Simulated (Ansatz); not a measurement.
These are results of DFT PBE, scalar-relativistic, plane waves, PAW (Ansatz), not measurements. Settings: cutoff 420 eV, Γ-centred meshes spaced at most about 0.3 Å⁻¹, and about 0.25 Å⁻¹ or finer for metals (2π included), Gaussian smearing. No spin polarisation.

Temperature and zero-point effects are left out.

Compare these two cells of GaH₆, each relaxed at this level.

1.

```xyz
7
Lattice="-2.1166 2.1166 2.1166 2.1166 -2.1166 2.1166 2.1166 2.1166 -2.1166" Properties=species:S:1:pos:R:3 pbc="T T T"
Ga    0.0000    0.0000    0.0000
H     1.0583    2.1166    0.0000
H     1.0583    0.0000    2.1166
H     0.0000    1.0583    2.1166
H     2.1166    1.0583    0.0000
H     2.1166    0.0000    1.0583
H     0.0000    2.1166    1.0583
```

2.

```xyz
7
Lattice="4.8008 0.0000 0.0000 0.0000 4.8008 0.0000 0.0000 0.0000 4.8008" Properties=species:S:1:pos:R:3 pbc="T T T"
Ga    0.0000    0.0000    0.0000
H     2.4004    2.4004    0.3760
H     2.4004    2.4004    4.4248
H     0.3760    2.4004    2.4004
H     4.4248    2.4004    2.4004
H     2.4004    0.3760    2.4004
H     2.4004    4.4248    2.4004
```

**Question.** Which form is favoured at zero pressure, and by what margin per atom?

**Answer.** Cell 2 is lower, by 0.56 eV/atom. Cell 1 has space group Im-3m (No. 229), 5.4 Å³/atom and no gap on its mesh; cell 2 has space group Pm-3m (No. 221), 15.8 Å³/atom and no gap. Counting H atoms around Ga (those within 1.25 times the shortest such distance or 1.15 times the sum of covalent radii; the shortest distance is added where it is long for a bond), cell 1 has Ga 24 from 2.4 Å and cell 2 has Ga 24 from 3.4 Å. Cell 2 holds H–H pairs as short as in free H₂ molecules (shortest 0.75 Å); in cell 1 the shortest H–H distance is 1.50 Å. Even the lower one lies +0.35 eV/atom against the reference forms of the elements (uncorrected), so neither is stable at this level. In cell 1, Ga has 24 H at 2.37 Å; around H lie 4 H at 1.50 Å, 2 H at 2.12 Å and 4 Ga at 2.37 Å. In cell 2, Ga has 24 H at 3.42 Å (long contacts); H has 1 H at 0.75 Å, 4 H at 2.86 Å and 4 Ga at 3.42 Å. Both come from invented guesses.

No dispersion correction is applied, so the spacing and binding between layers, chains or molecules are poorly described (Pm-3m), and this can change margins and order among such cells. With hydrogen, zero-point motion can shift such differences by 10 meV/atom or more. Cells relaxed within their symmetry can be saddle points.
